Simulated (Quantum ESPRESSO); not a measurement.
The system is Be2C.

```xyz
3
Lattice="0.0000 2.1650 2.1650 2.1650 0.0000 2.1650 2.1650 2.1650 0.0000" Properties=species:S:1:pos:R:3 pbc="T T T"
C     0.0000    0.0000    0.0000
Be    3.2475    3.2475    3.2475
Be    1.0825    1.0825    1.0825
```

Base run:

```yaml
Program: Quantum ESPRESSO 7.5
Functional: WC
Potentials_or_basis: PseudoDojo 0.4.1 SR PBE standard
Cutoff: 1197 eV
Density_cutoff: 4789 eV
k_mesh: 10 × 10 × 10, shifted
Occupations: fermi-dirac, width 0.05 eV
Spin: no spin polarisation
```

Its results: pressure -0.2 GPa; electronic dielectric tensor (diagonal) 6.98.

Question: After a change of settings the same cell gave: pressure -8.4 GPa; electronic dielectric tensor (diagonal) 6.93. Which change was it?
A. functional from WC to BLYP
B. functional from WC to LDA; potentials or basis from PseudoDojo 0.4.1 SR PBE standard to PseudoDojo 0.4.1 SR LDA standard
C. functional from WC to AM05
D. functional from WC to PBEsol; potentials or basis from PseudoDojo 0.4.1 SR PBE standard to PseudoDojo 0.4.1 SR PBEsol standard

Answer: B.

Caveats: the potentials were made for another functional, which shifts forces and pressure (some runs); the cell is more than 3 GPa from zero pressure, which shifts response properties (some runs).

Runs at the PBE level aren't shown here.
